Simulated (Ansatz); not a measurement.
PbS: distorted cells

All numbers below come from DFT PBEsol, scalar-relativistic, plane waves, PAW (Ansatz).

Plane waves to 420 eV, a k mesh through Γ of 12×12×12 on the computed 2-atom cell and Gaussian smearing (0.10 eV); no spin polarisation.

Reference cell:

```
CELL_PARAMETERS angstrom
4.08970 0.00000 0.00000
-2.04485 3.54178 0.00000
0.00000 0.00000 3.78817
ATOMIC_POSITIONS crystal
Pb 0.00000 0.00000 0.00000
S 0.66667 0.33333 0.50000
```

Each variant moves atoms of this cell by the vectors given, if any (Å), and then applies a symmetric strain (tensor components, Cartesian axes). The reference cell isn't relaxed at this level. Energies are per atom at zero smearing, counted from the lowest variant. Pressure is positive in compression.

1. strain (xx yy zz yz xz xy, %) 4.02 4.02 -4.98 0.00 0.00 0.00
2. strain (xx yy zz yz xz xy, %) -1.85 -1.85 -7.85 0.00 0.00 0.00
3. strain (xx yy zz yz xz xy, %) -5.89 -5.89 0.11 0.00 0.00 0.00
4. strain (xx yy zz yz xz xy, %) -3.37 -3.37 2.63 0.00 0.00 0.00
5. strain (xx yy zz yz xz xy, %) -0.35 -0.47 1.09 0.00 0.00 0.10; moves: Pb1 (0.026, 0.015, 0.000); S2 (-0.026, -0.015, 0.000)
6. strain (xx yy zz yz xz xy, %) 5.06 5.06 3.56 0.00 0.00 0.00

| variant | ΔE (meV/atom) | P (GPa) | largest force (eV/Å) | gap on mesh (eV) | space group |
| --- | --- | --- | --- | --- | --- |
| 1 | 43.9 | -3.04 | 0.00 | 0 | P-6m2 |
| 2 | 38.1 | 5.02 | 0.00 | 0 | P-6m2 |
| 3 | 4.7 | 2.74 | 0.00 | 0 | P-6m2 |
| 4 | 0.0 | -1.71 | 0.00 | 0 | P-6m2 |
| 5 | 7.0 | -3.11 | 0.09 | 0 | Amm2 |
| 6 | 129.5 | -7.11 | 0.00 | 0.07 | P-6m2 |

Spin-orbit coupling is left out, which matters for the bands of heavy elements.

This form isn't the usual stable structure of the compound.